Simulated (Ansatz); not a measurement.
**TePb under changes of volume**

One of the cells (32.055 Å³/atom); the others are scaled copies at fixed shape and fractional positions:

```
Pb Te
1.0
     4.00229    0.00000    0.00000
     0.00000    4.00229    0.00000
     0.00000    0.00000    4.00229
Pb Te
1 1
Direct
  0.00000 0.00000 0.00000
  0.50000 0.50000 0.50000
```

Measurements of this composition are mostly on another form, of space group No. 225.

| Item | Value |
| --- | --- |
| Program | Ansatz 0.2.0 |
| Functional | r2SCAN0 |
| Potentials or basis | Ansatz PAW |
| Cutoff | 500 eV (not typed: the program's choice for these potentials) |
| k mesh | 4 × 4 × 4 |
| Occupations | fermi-dirac, width 0.05 eV |
| Spin | no spin polarisation |

```tsv
volume (Å³/atom)	energy over the lowest point (meV/atom)	pressure (GPa)
30.132	13.67	2.9
30.773	4.61	1.7
31.414	?	?
32.055	0.00	-0.4
32.696	3.51	-1.3
33.337	10.35	-2.1
33.978	20.18	-2.8
```

**Question.** What does the run at 31.414 Å³/atom give?

**Answer.** Energy over the lowest point 0.23 meV/atom; pressure 0.6 GPa.

Worked out: A Birch-Murnaghan fit of order 3 (a polynomial in V^(-2/3)) to the other rows has its minimum at 31.77 Å³/atom with B0 = V·E''(V) = 49 GPa and B' = 4.5. It gives 0.22 meV/atom at 31.414 Å³/atom, against the run's 0.23, and -dE/dV = 0.6 GPa, against 0.6.

Energies are extrapolated to zero smearing.

Caveats: all runs use coarse meshes; the PAW data sets come from PBE, with cores solved anew for the run's functional, which leaves a small shift of forces and pressure; the thresholds are loose for stress.
